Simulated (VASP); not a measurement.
A run of VASP 6.6.1:

Contents of INCAR:

```
SYSTEM = KBr
ALGO = Normal
EDIFF = 1E-7
EDIFFG = -0.005
ENCUT = 600
GGA = PS
IBRION = 2
ISIF = 3
ISMEAR = 0
LASPH = .True.
LCHARG = .False.
LREAL = .False.
LWAVE = .False.
NELM = 80
NSW = 90
PREC = Accurate
SIGMA = 0.03
```

Contents of KPOINTS:

```
k-points
0
Gamma
  8 8 8
  0 0 0
```

Contents of POSCAR:

```
KBr                                     
1.0
    0.0000000000      3.2798924877      3.2798924877
    3.2798924877      0.0000000000      3.2798924877
    3.2798924877      3.2798924877     -0.0000000000
  K               Br            
     1     1
Direct
     0.0000000000000000    0.0000000000000000    0.0000000000000000
     0.5000000000000000    0.5000000000000000    0.5000000000000000
```

Potentials or basis: VASP PAW PBE potentials, release 64 (K_sv, Br).

Run with:

```console
$ cat potpaw_PBE.64/K_sv/POTCAR potpaw_PBE.64/Br/POTCAR > POTCAR
$ mpirun -np 1 vasp_std > vasp.out
```

Hardware: 1 thread of Intel(R) Xeon(R) Platinum 8488C (Sapphire Rapids) (shared host).

Task: How long does it take, and how much memory?

Result: Run time: 28 s on 1 thread of Intel(R) Xeon(R) Platinum 8488C (Sapphire Rapids) (shared host), peak memory 0.24 GiB. Counts: scf iterations 14, k points 29, ion steps 1.
